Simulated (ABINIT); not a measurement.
The system is MgO.

```
CELL_PARAMETERS angstrom
3.30779 0.00000 0.00000
-1.65389 2.86463 0.00000
0.00000 0.00000 4.98288
ATOMIC_POSITIONS crystal
Mg 0.66667 0.33333 0.50216
Mg 0.33333 0.66667 0.00216
O 0.66667 0.33333 0.90244
O 0.33333 0.66667 0.40244
```

Measurements of this composition are mostly on another form, of space group No. 225.

Base run:

```yaml
Program: ABINIT 10.8.3 (patched build)
Functional: PBE
Potentials_or_basis: JTH PAW PBE v2.0
Cutoff: 626 eV
k_mesh: 9 × 9 × 6
Occupations: fermi-dirac, width 0.05 eV
Spin: no spin polarisation
```

Its results: band gap on the k mesh 3.47 eV, direct; pressure 3.4 GPa.

Task: The run is repeated on the same cell with these changes: functional from PBE to LDA; potentials or basis from JTH PAW PBE v2.0 to JTH PAW LDA v2.0. What comes out?

Result: Band gap on the k mesh 3.36 eV, direct; pressure -3.8 GPa.
